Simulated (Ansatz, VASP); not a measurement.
ZnO in VASP and in Ansatz

Contents of INCAR:

```
ALGO = Normal
EDIFF = 1E-6
ENCUT = 520
GGA = PE
ISIF = 2
ISMEAR = 0
IVDW = 12
LASPH = T
LCHARG = T
LELF = T
LREAL = F
LVHAR = T
LWAVE = F
NBANDS = 26
NELM = 100
PREC = Accurate
SIGMA = 0.05
```

The input KPOINTS:

```
k-points
0
Gamma
  12 12 4
```

Contents of POSCAR:

```
ZnO
1.0
    3.2879671587      0.0000000000      0.0000000000
   -1.6439835793      2.8474630862      0.0000000000
    0.0000000000      0.0000000000      7.1304413500
Zn O
2 2
Direct
    0.0000000000      0.0000000000      0.7500000000
    0.0000000000      0.0000000000      0.2500000000
    0.3333333333      0.6666666667      0.2500000000
    0.6666666667      0.3333333333      0.7500000000
```

Input for Ansatz:

```yaml
crystal:
  lattice:
    - [3.2879671587, 0.0, 0.0]
    - [-1.6439835793, 2.8474630862, 0.0]
    - [0.0, 0.0, 7.13044135]
  atoms:
    - { symbol: Zn, position: [0.0, 0.0, 0.75] }
    - { symbol: Zn, position: [0.0, 0.0, 0.25] }
    - { symbol: O, position: [0.3333333333, 0.6666666667, 0.25] }
    - { symbol: O, position: [0.6666666667, 0.3333333333, 0.75] }
basis:
  ecutwfc: 420
kpoints:
  mp_grid: { grid: [12, 12, 4] }
hamiltonian:
  xc: pbe
  dispersion: d3bj
scf:
  occupations: { method: gaussian, width: 0.05 }
output:
  forces: true
  stress: true
  eigenvalues: true
```

Measurements of this composition are mostly on another form, of space group No. 186.

Alike in both runs: task single point; functional PBE; dispersion D3(BJ); k mesh 12 × 12 × 4; occupations gaussian, width 0.05 eV; no spin polarisation.

|  | VASP | Ansatz |
| --- | --- | --- |
| version | VASP 6.6.1 | Ansatz 0.2.0 |
| potentials or method | VASP PAW PBE potentials, release 64 (Zn, O) | scalar-relativistic, plane waves, PAW |
| plane-wave cutoff (eV) | 520 | 420 |
| valence electrons in the cell | 36 | 36 |

|  | VASP | Ansatz | Ansatz less VASP |
| --- | --- | --- | --- |
| gap on the k mesh at the Fermi level (eV) | 0.82 | 0.82 | -0.001 |
| least direct gap on the mesh (eV) | 0.82 | 0.82 | -0.001 |
| pressure (GPa) | -1.5 | -2.3 | -0.80 |
| largest component of the traceless stress (GPa) | 0.05 | 0.78 | +0.724 |

With one functional, cell and mesh, what is left measures potentials, basis and numerics.

A k mesh can miss the band edges.
